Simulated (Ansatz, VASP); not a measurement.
# BeS in VASP and in Ansatz

POSCAR

```
BeS
1.0
    3.4621569796      0.0000000000      0.0000000000
   -1.7310784898      2.9983158962      0.0000000000
    0.0000000000      0.0000000000      6.9924342115
Be S
2 2
Direct
    0.3333333333      0.6666666667      0.2500000000
    0.6666666667      0.3333333333      0.7500000000
    0.6666666667      0.3333333333      0.2500000000
    0.3333333333      0.6666666667      0.7500000000
```

Contents of INCAR.step1:

```
SYSTEM = BeS
ALGO     = Normal         ! electronic algorithm
EDIFF    = 1E-4           ! SCF threshold, eV
ENCUT    = 520            ! plane-wave cutoff, eV
GGA      = PE             ! functional
ISMEAR   = 0              ! smearing method
LASPH    = .True.         ! aspherical terms in the spheres
LCHARG   = .False.        ! write CHGCAR
LREAL    = .False.        ! projectors in reciprocal space
LWAVE    = .True.         ! write WAVECAR
NBANDS   = 16             ! bands
NELM     = 100            ! most SCF steps
PREC     = Accurate       ! precision mode
SIGMA    = 0.01           ! smearing width, eV
```

The input INCAR.step2:

```
SYSTEM = BeS
ALGO     = Normal         ! electronic algorithm
EDIFF    = 1E-6           ! SCF threshold, eV
ENCUT    = 520            ! plane-wave cutoff, eV
ISIF     = 2              ! what is computed and relaxed
ISMEAR   = 0              ! smearing method
ISTART   = 1            
LASPH    = .True.         ! aspherical terms in the spheres
LCHARG   = .True.         ! write CHGCAR
LELF     = .True.         ! ELF
LMIXTAU  = .True.       
LREAL    = .False.        ! projectors in reciprocal space
LVHAR    = .True.       
LWAVE    = .False.        ! write WAVECAR
METAGGA  = R2SCAN         ! meta-GGA
NBANDS   = 16             ! bands
NELM     = 100            ! most SCF steps
PREC     = Accurate       ! precision mode
SIGMA    = 0.01           ! smearing width, eV
```

The input KPOINTS:

```
k-points
0
Gamma
  12 12 4
  0 0 0
```

Input for Ansatz:

```yaml
crystal:
  lattice:
    - [3.4621569796, 0.0, 0.0]
    - [-1.7310784898, 2.9983158962, 0.0]
    - [0.0, 0.0, 6.9924342115]
  atoms:
    - { symbol: Be, position: [0.3333333333, 0.6666666667, 0.25] }
    - { symbol: Be, position: [0.6666666667, 0.3333333333, 0.75] }
    - { symbol: S, position: [0.6666666667, 0.3333333333, 0.25] }
    - { symbol: S, position: [0.3333333333, 0.6666666667, 0.75] }
kpoints:
  mp_grid: { grid: [12, 12, 4] }
hamiltonian:
  xc: r2scan
scf:
  occupations: { method: fixed }
output:
  optics: { e_range: [0, 18], de: 0.05, sigma: 0.1, bands: auto }
```

Alike in both runs: task single point; functional r2SCAN; k mesh 12 × 12 × 4; no spin polarisation.

|  | VASP | Ansatz |
| --- | --- | --- |
| version | VASP 6.6.1 | Ansatz 0.2.0 |
| potentials or method | VASP PAW PBE potentials, release 64 (Be, S) | plane waves, PAW |
| plane-wave cutoff (eV) | 520 | 500 |
| occupations | gaussian, width 0.01 eV | fixed |
| valence electrons in the cell | 16 | 16 |

```csv
,VASP,Ansatz,Ansatz less VASP
gap on the k mesh at the Fermi level (eV),4.45,4.43,-0.018
```

Caveats: the PAW data sets were made with another functional, which shifts forces and pressure a little (VASP). r2SCAN opens gaps a little over a GGA but as a rule still falls short of measured ones. A k mesh can miss the band edges.
